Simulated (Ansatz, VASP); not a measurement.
## One calculation of Al, two programs

```
Al
1.0
     0.00000    2.02500    2.02500
     2.02500    0.00000    2.02500
     2.02500    2.02500    0.00000
Al
1
Direct
  0.00000 0.00000 0.00000
```

Alike in both runs: task relaxation of cell and atoms; functional PBE; k mesh 40 × 40 × 40; occupations methfessel-paxton of order 1, width 0.4 eV; no spin polarisation.

```csv
,VASP,Ansatz
version,VASP 6.6.1,Ansatz 0.2.0
potentials or method,"VASP PAW PBE potentials, release 64 (Al)","scalar-relativistic, plane waves, PAW"
plane-wave cutoff (eV),600,420
valence electrons in the cell,3,3
```

```tsv
	VASP	Ansatz	Ansatz less VASP
gap on the k mesh at the Fermi level, each at its own relaxed structure (eV)	none	none	-
relaxed volume (Å³/atom)	16.48	16.49	+0.010
relaxed cell length with the largest relative difference (Å)	2.856	2.857	+0.0006
```

A gap of «none» marks a metal or a gap that the smearing closes.
